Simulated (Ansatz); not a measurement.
## ZnS (P6_3mc), random displacements

Level of theory: DFT PBE, scalar-relativistic, plane waves, PAW (Ansatz). Cutoff 420 eV, Γ-centred 12×12×4 k-points, Gaussian smearing of 0.05 eV. No spin polarisation. Energies are free energies at this smearing, counted from the undisturbed cell; pressure is positive in compression.

Reference structure (as given, not relaxed at this level):

```xyz
8
Lattice="3.8227 0.0000 0.0000 -1.9114 3.3106 0.0000 0.0000 0.0000 12.5200" Properties=species:S:1:pos:R:3 pbc="T T T"
Zn    0.0000    0.0000    0.0000
Zn    0.0000    0.0000    6.2600
Zn    0.0000    2.2070    3.1300
Zn    1.9114    1.1035    9.3900
S     0.0000    0.0000    2.3475
S     0.0000    0.0000    8.6075
S     0.0000    2.2070    5.4775
S     1.9114    1.1035   11.7375
```

The atoms are displaced (Å, in the unstrained cell):

```
atom ux uy uz
 Zn1   0.152  -0.057   0.255
 Zn2   0.068  -0.195  -0.246
 Zn3  -0.220  -0.453  -0.280
 Zn4  -0.208   0.159   0.250
  S5   0.264   0.115   0.027
  S6  -0.117   0.024   0.064
  S7   0.107  -0.089  -0.358
  S8  -0.047   0.497   0.288
```

Strain (Voigt, engineering shear): (0.0705, 0.0007, 0.0134, 0.0003, -0.0222, -0.0280).

What are the energy change, the stress and the forces?

ΔE = 638.1 meV/atom; stress (xx, yy, zz, yz, xz, xy; compression positive) (-3.73, 25.14, 4.78, 10.36, -0.28, -2.40) GPa; gap on the mesh 1.33 eV.
```
atom Fx (eV/Å) Fy Fz
 Zn1       0.94   8.48   1.94
 Zn2       0.19   0.36   0.38
 Zn3      -2.62   9.56   3.47
 Zn4       0.05  -0.33  -0.39
  S5       2.72  -9.28  -1.90
  S6       0.15   0.52  -0.32
  S7      -0.44  -0.06   1.35
  S8      -1.00  -9.25  -4.52
```

Cost: 1 run of about 3.2 core-minutes, on Arm Neoverse V2 (shared hosts).